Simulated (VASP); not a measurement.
# NiO (Fm-3m) in VASP: settings compared

The runs below take NiO through phonons, elastic constants, with LDA, PBE.

All numbers are computed with VASP 6.6.1; they aren't measurements. Logs are shortened: lines on timing, memory, paths and dates and some standing lists are left out, and cuts for length are marked.

## Step 1: The crystal as given

It takes space group Fm-3m (No. 225, cubic). Conventional cell: a = 4.172 Å, b = 4.172 Å, c = 4.172 Å, α = 90.00°, β = 90.00°, γ = 90.00°. Ni (site symmetry m-3m) has 6 O at 2.09 Å as nearest neighbours. Around O (site symmetry m-3m) lie 6 Ni at 2.09 Å.

## Step 2: Phonons, LDA, collinear spin, ferromagnetic start

The input, POSCAR:

```
NiO
1.0
    0.0000000000      2.0859016414      2.0859016414
    2.0859016414      0.0000000000      2.0859016414
    2.0859016414      2.0859016414      0.0000000000
Ni O
1 1
Direct
    0.0000000000      0.0000000000      0.0000000000
    0.5000000000      0.5000000000      0.5000000000
```

The input, INCAR.step1:

```
PREC = Accurate
ENCUT = 600
EDIFF = 1E-8
ISMEAR = -1
SIGMA = 0.05
LREAL = F
LASPH = T
NELM = 150
ALGO = Normal
ISIF = 3
LWAVE = F
LCHARG = F
ISPIN = 2
MAGMOM = 1 0
LORBIT = 11
LMAXMIX = 4
GGA = CA
IBRION = 2
NSW = 40
EDIFFG = -0.002
```

The input, INCAR.step2:

```
PREC = Accurate
ENCUT = 600
EDIFF = 1E-8
ISMEAR = -1
SIGMA = 0.05
LREAL = F
LASPH = T
NELM = 150
ALGO = Normal
ISIF = 2
LWAVE = F
LCHARG = F
ISPIN = 2
MAGMOM = 1 0
LORBIT = 11
LMAXMIX = 4
GGA = CA
IBRION = 8
NSW = 1
```

The input, KPOINTS:

```
Automatic mesh
0
Gamma
  8 8 8
```

Potentials or basis: VASP PAW LDA potentials, release 64 (Ni, O).

The run is started by

```sh
cat potpaw_LDA.64/Ni/POTCAR potpaw_LDA.64/O/POTCAR > POTCAR
cp INCAR.step1 INCAR
mpirun -np 1 vasp_std > vasp.out
cp CONTCAR POSCAR
cp INCAR.step2 INCAR
mpirun -np 1 vasp_std > vasp.out
```

OUTCAR:

```text
PREC = Accurate
   ENCUT = 600
   EDIFF = 1E-8
   ISMEAR = -1
   LREAL = F
   LASPH = T
   NELM = 150
   ISIF = 2
   ISPIN = 2
   LORBIT = 11
   GGA = CA
   IBRION = 8
   NSW = 1

 ion  position               nearest neighbor table
   1  0.000  0.000  0.000-   2 2.02   2 2.02   2 2.02   2 2.02   2 2.02   2 2.02
   2  0.500  0.500  0.500-   1 2.02   1 2.02   1 2.02   1 2.02   1 2.02   1 2.02

  LATTYP: Found a face centered cubic cell.
 ALAT       =     4.0470375494

  Lattice vectors:

 A1 = (   0.0000000000,   2.0235187747,   2.0235187747)
 A2 = (   2.0235187747,   0.0000000000,   2.0235187747)
 A3 = (   2.0235187747,   2.0235187747,   0.0000000000)

Analysis of symmetry for initial positions (statically):
=====================================================================
 Subroutine PRICEL returns:
 Original cell was already a primitive cell.

 Routine SETGRP: Setting up the symmetry group for a
 face centered cubic supercell.

 Subroutine GETGRP returns: Found 48 space group operations
 (whereof 48 operations were pure point group operations)
 out of a pool of 48 trial point group operations.

The static configuration has the point symmetry O_h .

Analysis of symmetry for dynamics (positions and initial velocities):
=====================================================================
 Subroutine PRICEL returns:
 Original cell was already a primitive cell.

 Routine SETGRP: Setting up the symmetry group for a
 face centered cubic supercell.

 Subroutine GETGRP returns: Found 48 space group operations
 (whereof 48 operations were pure point group operations)
 out of a pool of 48 trial point group operations.

The dynamic configuration has the point symmetry O_h .

Analysis of structural, dynamic, and magnetic symmetry:
=====================================================================
 Subroutine PRICEL returns:
 Original cell was already a primitive cell.

 Routine SETGRP: Setting up the symmetry group for a
 face centered cubic supercell.

 Subroutine GETGRP returns: Found 48 space group operations
 (whereof 48 operations were pure point group operations)
 out of a pool of 48 trial point group operations.

The overall configuration has the point symmetry O_h .

 Subroutine INISYM returns: Found 48 space group operations
 (whereof 48 operations are pure point group operations),
 and found     1 'primitive' translations

----------------------------------------------------------------------------------------

                                     Primitive cell

  volume of cell :      16.5711

  direct lattice vectors                    reciprocal lattice vectors
     0.000000000  2.023518775  2.023518775    -0.247094322  0.247094322  0.247094322
     2.023518775  0.000000000  2.023518775     0.247094322 -0.247094322  0.247094322
     2.023518775  2.023518775  0.000000000     0.247094322  0.247094322 -0.247094322

  length of vectors
     2.861687695  2.861687695  2.861687695     0.427979920  0.427979920  0.427979920

  position of ions in fractional coordinates (direct lattice)
     0.000000000  0.000000000  0.000000000
     0.500000000  0.500000000  0.500000000

  ion indices of the primitive-cell ions
   primitive index   ion index
                 1           1
                 2           2

----------------------------------------------------------------------------------------

 KPOINTS: Automatic mesh
[... 132 lines left out ...]
      4       5.4601      1.00000
      5       6.6928      1.00000
      6       6.6928      1.00000
      7       6.6928      1.00000
      8       6.8169      1.00000
      9       6.8169      1.00000
     10      11.1964      0.00000
     11      26.9958      0.00000
     12      28.6841      0.00000
     13      28.6841      0.00000
[... 356 lines left out ...]
      2       0.6042      1.00000
      3       2.3848      1.00000
      4       2.8386      1.00000
      5       7.4289      1.00000
      6       7.6291      1.00000
      7       8.0306      1.00000
      8       8.9399      0.55310
      9       9.5621      0.00000
     10      17.1669      0.00000
     11      19.1235      0.00000
     12      21.1915      0.00000
     13      24.3919      0.00000

 [... further k-points ...]

 spin component 2

 k-point     1 :       0.0000    0.0000    0.0000
  band No.  band energies     occupation
      1     -12.0196      1.00000
      2       5.6095      1.00000
      3       5.6095      1.00000
      4       5.6095      1.00000
      5       6.9792      1.00000
      6       6.9792      1.00000
      7       6.9792      1.00000
      8       7.3865      1.00000
      9       7.3865      1.00000
     10      11.3065      0.00000
     11      27.0101      0.00000
     12      28.7882      0.00000
     13      28.7882      0.00000
[... 369 lines left out ...]
 [... further k-points ...]

------------------------ aborting loop because EDIFF is reached ----------------------------------------

  FORCE on cell =-STRESS in cart. coord.  units (eV):
  Direction    XX          YY          ZZ          XY          YZ          ZX
  --------------------------------------------------------------------------------------
  -------------------------------------------------------------------------------------
  Total        0.0236728      0.0236728      0.0236728      0.0000000      0.0000000      0.0000000
  in kB        2.2888032      2.2888032      2.2888032      0.0000000      0.0000000      0.0000000
  external PRESSURE =       2.2888032 kB  Pullay stress =       0.0000000 kB

 VOLUME and BASIS-vectors are now :
 -----------------------------------------------------------------------------
  energy-cutoff  :      600.00
  volume of cell :       16.57
      direct lattice vectors                 reciprocal lattice vectors
     0.000000000  2.023518775  2.023518775    -0.247094322  0.247094322  0.247094322
     2.023518775  0.000000000  2.023518775     0.247094322 -0.247094322  0.247094322
     2.023518775  2.023518775  0.000000000     0.247094322  0.247094322 -0.247094322

 POSITION                                       TOTAL-FORCE (eV/Angst)
 -----------------------------------------------------------------------------------
      0.00000      0.00000      0.00000         0.000000      0.000000      0.000000
      2.02352      2.02352      2.02352        -0.000000     -0.000000     -0.000000
 -----------------------------------------------------------------------------------
    total drift:                                0.000000     -0.000000     -0.000000

  FREE ENERGIE OF THE ION-ELECTRON SYSTEM (eV)
  ---------------------------------------------------
  free  energy   TOTEN  =       -13.3889021289 eV

  energy  without entropy=      -13.3708357089  energy(sigma->0) =      -13.37986892

[... ionic steps 2 to 3 ...]

--------------------------------------- Ionic step        4  -------------------------------------------

------------------------ aborting loop because EDIFF is reached ----------------------------------------

[... ionic steps 5 to 6 ...]

--------------------------------------- Ionic step        7  -------------------------------------------

 Free energy of the ion-electron system (eV)
  ---------------------------------------------------
  ---------------------------------------------------
  free energy    TOTEN  =        -0.34505885 eV

  energy without entropy =       -0.34505873

------------------------ aborting loop because EDIFF is reached ----------------------------------------

 INTERNAL STRAIN TENSOR  FOR ION    2  DIRECTION 1   (eV/Angst):
 -----------------------------------------------------------------------------
     0.07555  0.00000 -0.00000
    -0.00000 -0.04313 -0.00000
    -0.00000 -0.00000 -0.04313

 INTERNAL STRAIN TENSOR FOR ION    2 for displacements in x,y,z  (eV/Angst):
          X           Y           Z          XY          YZ          ZX
  --------------------------------------------------------------------------------
  x     0.00000     0.00000     0.00000     0.00000     0.00000     0.00000
  y     0.00000     0.00000     0.00000     0.00000     0.00000     0.00000
  z     0.00000     0.00000     0.00000     0.00000     0.00000     0.00000

 SECOND DERIVATIVES (NOT SYMMETRIZED)
 ------------------------------------
               1X          1Y          1Z          2X          2Y          2Z
  1X    -6.063074    0.000000    0.000000    6.063074    0.000000    0.000000
  1Y     0.000000   -6.063074    0.000000    0.000000    6.063074    0.000000
  1Z     0.000000    0.000000   -6.063074    0.000000    0.000000    6.063074
  2X     6.043857    0.000000    0.000000   -6.043857    0.000000    0.000000
  2Y     0.000000    6.043857    0.000000    0.000000   -6.043857    0.000000
  2Z     0.000000    0.000000    6.043857    0.000000    0.000000   -6.043857

 Eigenvectors and eigenvalues of the dynamical matrix
 ----------------------------------------------------

   1 f  =   10.842887 THz    68.127870 2PiTHz  361.679786 cm-1    44.842558 meV
             X         Y         Z           dx          dy          dz
      0.000000  0.000000  0.000000    -0.463415    0.000000    0.000000
      2.023519  2.023519  2.023519     0.886141    0.000000    0.000000
[... 21 lines left out ...]
   6 f/i=    0.007068 THz     0.044409 2PiTHz    0.235758 cm-1     0.029230 meV
             X         Y         Z           dx          dy          dz
      0.000000  0.000000  0.000000     0.000000    0.000000    0.886141
      2.023519  2.023519  2.023519     0.000000    0.000000    0.463415

--------------------------------------------------------------------------------------------------------

 ELASTIC MODULI CONTR FROM IONIC RELAXATION (kBar)
 Direction    XX          YY          ZZ          XY          YZ          ZX
 --------------------------------------------------------------------------------
 XX           0.0000      0.0000      0.0000      0.0000      0.0000      0.0000
 YY           0.0000      0.0000      0.0000      0.0000      0.0000      0.0000
 ZZ           0.0000      0.0000      0.0000      0.0000      0.0000      0.0000
 XY           0.0000      0.0000      0.0000      0.0000      0.0000      0.0000
 YZ           0.0000      0.0000      0.0000      0.0000      0.0000      0.0000
 ZX           0.0000      0.0000      0.0000      0.0000      0.0000      0.0000
 --------------------------------------------------------------------------------

 total charge

# of ion       s       p       d       tot
------------------------------------------
    1        0.366   0.477   8.421   9.264
    2        1.557   3.395   0.000   4.952
--------------------------------------------------
tot          1.923   3.873   8.421  14.216

 magnetization (x)

# of ion       s       p       d       tot
------------------------------------------
    1        0.006   0.007   0.422   0.436
    2        0.011   0.067   0.000   0.078
--------------------------------------------------
tot          0.017   0.074   0.422   0.514
```

It took 99 s on 1 thread of Intel Xeon 6975P-C (Granite Rapids), shared host; peak memory 0.19 GiB.

What came out:

- Relaxed volume: 8.29 Å³/atom
- Relaxed cell: a = 2.862 Å, b = 2.862 Å, c = 2.862 Å, α = 60.00°, β = 60.00°, γ = 60.00°
- Space group after relaxing (to 0.05 Å): Fm-3m (No. 225)
- Net moment: 0.53 μB per cell
- Site moments: Ni +0.44; O +0.08 μB
- Valence electrons inside the program's atomic spheres: Ni 9.26; O 4.95
- Highest phonon frequency at Γ, LO-TO splitting left out: 362 cm⁻¹

The path:
| step | energy change (eV) | largest force (eV/Å) | pressure (GPa) | volume (Å³) |
| --- | --- | --- | --- | --- |
| 1 | 0.0000 | 0.0000 | -19.15 | 18.15 |
| 2 | -0.0309 | 0.0000 | 21.62 | 15.45 |
| 3 | -0.1016 | 0.0000 | -0.31 | 16.59 |
| 4 | -0.1017 | 0.0000 | 0.14 | 16.56 |
| 5 | -0.1017 | 0.0000 | -0.11 | 16.58 |
| 6 | -0.1017 | 0.0000 | -0.01 | 16.57 |

Final structure:
```
Ni O
1.0
     0.00000    2.02352    2.02352
     2.02352    0.00000    2.02352
     2.02352    2.02352    0.00000
Ni O
1 1
Cartesian
  0.0000 0.0000 0.0000
  2.0235 2.0235 2.0235
```

Phonon frequencies in cm⁻¹ (negative: imaginary):
```tsv
q point	frequencies
(0.000, 0.000, 0.000)	0 0 0 362 362 362
```

Caveat: a cell with one magnetic atom can't hold antiferromagnetic order, which such compounds often take.

[end of part 1 of 3]
